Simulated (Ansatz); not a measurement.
The calculation used Ansatz 0.2.0, DFT PBE, scalar-relativistic, plane waves, PAW. Settings: cutoff 420 eV, Γ-centred meshes spaced at most about 0.3 Å⁻¹, and about 0.25 Å⁻¹ or finer for metals (2π included), Gaussian smearing. Spin is collinear in cells that carry moments; the others ran without spin or lost their moments.

Each guess is relaxed in cell and atoms at zero pressure, on a coarse mesh first where it starts far from rest and then on a converged one. The steps can't lower the symmetry of the start, but it can rise. Energies are static (0 K, no zero-point motion).

Two unrelaxed guesses for TiTe2:

A.

```
Ti Te
1.0
     5.67565    0.00000    0.00000
     0.00000    5.67565    0.00000
     0.00000    0.00000    5.97051
Ti Te
2 4
Direct
  0.00000 0.50000 0.50000
  0.50000 0.00000 0.00000
  0.22377 0.22377 0.75000
  0.77623 0.77623 0.75000
  0.77623 0.22377 0.25000
  0.22377 0.77623 0.25000
```

B.

```
Ti Te
1.0
     6.21597    0.00000    0.00000
    -3.10799    5.38319    0.00000
     0.00000    0.00000    5.47066
Ti Te
2 4
Direct
  0.33333 0.66667 0.25000
  0.66667 0.33333 0.75000
  0.00000 0.00000 0.00000
  0.00000 0.00000 0.50000
  0.33333 0.66667 0.75000
  0.66667 0.33333 0.25000
```

Question: Where do they end, and which end is lower?

Answer: A ends lower, by 232 meV/atom. A: P4_222 at 32.1 Å³/atom → Pn-3m (anti-cuprite type) at 35.7 Å³/atom; B: P6_3/mmc at 30.5 Å³/atom → P6_3/mmc (Ni2In type) at 24.2 Å³/atom. Counting Te atoms around Ti (those within 1.25 times the shortest such distance or 1.15 times the sum of covalent radii; a plus sign parts nearer from farther groups), the end of A has Ti 4 and the end of B has Ti 5+6. End of A. Conventional cell: a = 5.986 Å. Around Ti lie 4 Te at 2.59 Å; Te has 2 Ti at 2.59 Å. End of B. Conventional cell: a = 5.237 Å, c = 6.107 Å. Ti has 5 Te at 3.02–3.05 Å and 6 Te at 3.39 Å; Te on a site of symmetry -3m is surrounded by 2 Te at 3.05 Å, 6 Te at 3.39 Å and 6 Ti at 3.39 Å; Te on a site of symmetry -6m2 has 5 Ti at 3.02–3.05 Å and 6 Te at 3.39 Å.

Ends held by symmetry can be saddle points. Neither end is the lowest form computed: that has the cadmium iodide type, space group P-3m1 (No. 164), is reached from a cell as deposited in COD and lies 0.46 eV/atom below the better end. These runs have no spin–orbit coupling, which can matter for Te. Another magnetic order may lie lower. Some structure types and database cells were kept out of the candidates from the start, so a known form may be missing.
